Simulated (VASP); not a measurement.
**HfO2: relaxation of the atoms with LDA**

HfO2:

```xyz
6
Lattice="3.5695 0.0000 0.0000 0.0000 3.5695 0.0000 0.0000 0.0000 5.1404" Properties=species:S:1:pos:R:3 pbc="T T T"
Hf    1.7848    1.7848    2.5702
Hf    3.5695    0.0000    0.0000
O     0.0000    1.7848    3.6263
O     1.7848    3.5695    4.0843
O     1.7848    0.0000    1.5141
O     0.0000    1.7848    1.0561
```

Measurements of this composition are mostly on another form, of space group No. 14.

The cell isn't the ideal one: a relaxed cell with its volume scaled by 1.04.

```
Program                : VASP 6.6.1
Task                   : relaxation of the atoms
Functional             : LDA
Potentials or basis    : VASP PAW LDA potentials, release 64 (Hf_pv, O)
Cutoff                 : 600 eV
k mesh                 : 6 × 6 × 4
Occupations            : fermi-dirac, width 0.05 eV
Spin                   : no spin polarisation
Further INCAR settings : ALGO = Normal; EDIFF = 1e-07; IBRION = 2; EDIFFG = -0.02; NSW = 40
```

```json
{
 "Energy gained by relaxing": "2.2 meV/atom",
 "Ionic steps": "4",
 "Pressure after relaxing": "-8.3 GPa",
 "Band gap on the k mesh": "4.47 eV, indirect (least direct gap 4.56 eV)"
}
```

Stress tensor (GPa, compression positive):
```
-9.18  0.00  0.00
 0.00 -9.18  0.00
 0.00  0.00 -6.43
```

The path:
| step | energy change (eV) | largest force (eV/Å) | pressure (GPa) |
| --- | --- | --- | --- |
| 1 | 0.0000 | 0.1726 | -10.10 |
| 2 | -0.0052 | 0.1384 | -9.72 |
| 3 | -0.0133 | 0.0202 | -8.49 |
| 4 | -0.0135 | 0.0019 | -8.26 |

Final structure:
```
Hf O
1.0
     3.56951    0.00000    0.00000
     0.00000    3.56951    0.00000
     0.00000    0.00000    5.14036
Hf O
2 4
Direct
  0.50000 0.50000 0.50000
  0.00000 0.00000 0.00000
  0.00000 0.50000 0.69814
  0.50000 0.00000 0.80186
  0.50000 0.00000 0.30186
  0.00000 0.50000 0.19814
```

Levels at points of the mesh, in eV from the valence-band top:
```csv
k point,band 18,band 19,band 20,band 21,band 22,band 23,band 24,band 25,band 26
"(0.00, 0.00, 0.00)",-1.35,-0.66,-0.15,-0.15,-0.09,4.47,4.49,5.73,6.00
"(0.50, 0.00, 0.00)",-2.28,-1.49,-1.49,-0.12,-0.12,4.89,4.89,5.98,5.98
"(0.50, 0.50, 0.00)",-1.16,-0.78,-0.78,-0.59,-0.59,5.52,5.52,5.98,5.98
"(0.00, 0.00, 0.50)",-2.76,-0.65,-0.65,-0.06,-0.06,5.15,5.15,5.50,5.50
"(0.50, 0.00, 0.50)",-1.99,-1.44,-1.44,-1.01,-1.01,5.05,5.05,5.43,5.43
"(0.50, 0.50, 0.50)",-1.96,-1.50,-1.50,-0.11,-0.11,5.74,5.74,6.14,6.14
```

Run time: 14 s on 8 MPI ranks on AMD EPYC 9R45 96-Core Processor (Zen 5), on a shared host, peak memory 0.2 GiB a rank.

Caveat: spin-orbit coupling is left out, which moves the levels of the heavy elements. A k mesh can miss the band edges.
